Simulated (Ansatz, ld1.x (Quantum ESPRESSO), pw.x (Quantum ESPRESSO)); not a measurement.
## Equation-of-state test of one TM potential (lanthanum (La))

| Quantity | Value |
| --- | --- |
| Element | La |
| Generator | ld1.x (Quantum ESPRESSO) 7.5 |
| Type | norm-conserving Troullier–Martins (Kleinman–Bylander form) |
| Functional | PBE |
| Relativity | scalar-relativistic |
| Frozen core | [Xe] |
| Valence charge | 3 |
| Reference configuration | 4f0 5d1 6s1 6p0 (charge +1) |
| Partial waves | 6p (bound, empty): rc 3.55 bohr; 5d (bound): rc 3.30 bohr; 4f (bound, empty): rc 1.55 bohr; 6s (bound): rc 3.05 bohr |
| Local potential | the s channel |
| Core correction | Bessel-smoothed model core inside 1.50 bohr |

Atomic tests: cutoffs needed: 10 Ry and 15 Ry (the cutoffs (Ry, on a coarse ladder) from which the occupation-weighted sum of valence levels, in a spherical-Bessel basis at the reference potential, stays within 10 and 1 mRy of its value at 400 Ry) The cutoffs count occupied waves only; the empty 4f level needs 140 Ry at the loose tolerance.; ghost test: no extra level below or beside the all-electron valence levels (p, d, f, s tested) (spherical-Bessel basis up to 400 Ry, 20 bohr box); configuration tests: 2 of 7 tests not solved or not reliable.

Crystal test: fcc La in pw.x 7.5, no spin, 11³ k-points, Fermi–Dirac smearing 0.01 Ry, cutoffs 50/200 Ry. The lattice is a test structure that the element need not adopt, and mesh and smearing are coarse.

pw.x input:

```
&control
  calculation='scf', prefix='x', pseudo_dir='./', outdir='./tmp', tstress=.true., disk_io='none'
/
&system
  ibrav=0, nat=1, ntyp=1, ecutwfc=50, ecutrho=200, nbnd=8,
  occupations='smearing', smearing='fd', degauss=0.01
/
&electrons
  conv_thr=1e-09, mixing_beta=0.4, electron_maxstep=70
/
ATOMIC_SPECIES
La 1.0 La.UPF
CELL_PARAMETERS angstrom
  0.00000000 2.64454795 2.64454795
  2.64454795 0.00000000 2.64454795
  2.64454795 2.64454795 0.00000000
ATOMIC_POSITIONS crystal
La 0.0000 0.0000 0.0000
K_POINTS automatic
11 11 11 0 0 0
```

```bash
pw.x < La.scf.in > La.scf.out
```

Q: How does the run end?

A: It converges; the pressure is 4.88 GPa against 0.14 GPa from all-electron LAPW. This is a poor potential for the solid. Atomic configuration tests: 2 of 7 tests not solved or not reliable. The log shows:

```
     iteration #  1     ecut=    50.00 Ry     beta= 0.40
     total energy              =     -19.81735356 Ry
     estimated scf accuracy    <       0.01183724 Ry
     iteration #  2     ecut=    50.00 Ry     beta= 0.40
     total energy              =     -19.81596025 Ry
     estimated scf accuracy    <       0.00362614 Ry
     iteration #  3     ecut=    50.00 Ry     beta= 0.40
     total energy              =     -19.81635566 Ry
     estimated scf accuracy    <       0.00004107 Ry
     iteration #  4     ecut=    50.00 Ry     beta= 0.40
     c_bands:  1 eigenvalues not converged
     total energy              =     -19.81634325 Ry
     estimated scf accuracy    <       0.00011711 Ry
     iteration #  5     ecut=    50.00 Ry     beta= 0.40
     total energy              =     -19.81635471 Ry
     estimated scf accuracy    <       0.00000004 Ry
     iteration #  6     ecut=    50.00 Ry     beta= 0.40
     total energy              =     -19.81635511 Ry
     estimated scf accuracy    <       0.00000064 Ry
     iteration #  7     ecut=    50.00 Ry     beta= 0.40
     total energy              =     -19.81635516 Ry
     estimated scf accuracy    <          1.8E-09 Ry
     iteration #  8     ecut=    50.00 Ry     beta= 0.40
     total energy              =     -19.81635517 Ry
     estimated scf accuracy    <          2.0E-09 Ry
     iteration #  9     ecut=    50.00 Ry     beta= 0.40
     the Fermi energy is     5.1512 ev
!    total energy              =     -19.81635517 Ry
     estimated scf accuracy    <          1.1E-10 Ry
     smearing contrib. (-TS)   =      -0.00618729 Ry
     The total energy is F=E-TS. E is the sum of the following terms:
     one-electron contribution =       3.05366838 Ry
     hartree contribution      =       0.00130721 Ry
     xc contribution           =     -18.73667967 Ry
     ewald contribution        =      -4.12846379 Ry
     convergence has been achieved in   9 iterations
          total   stress  (Ry/bohr**3)                   (kbar)     P=       48.75
     Message from routine punch:
     Nothing written, as per user request (disk_io='none')
```
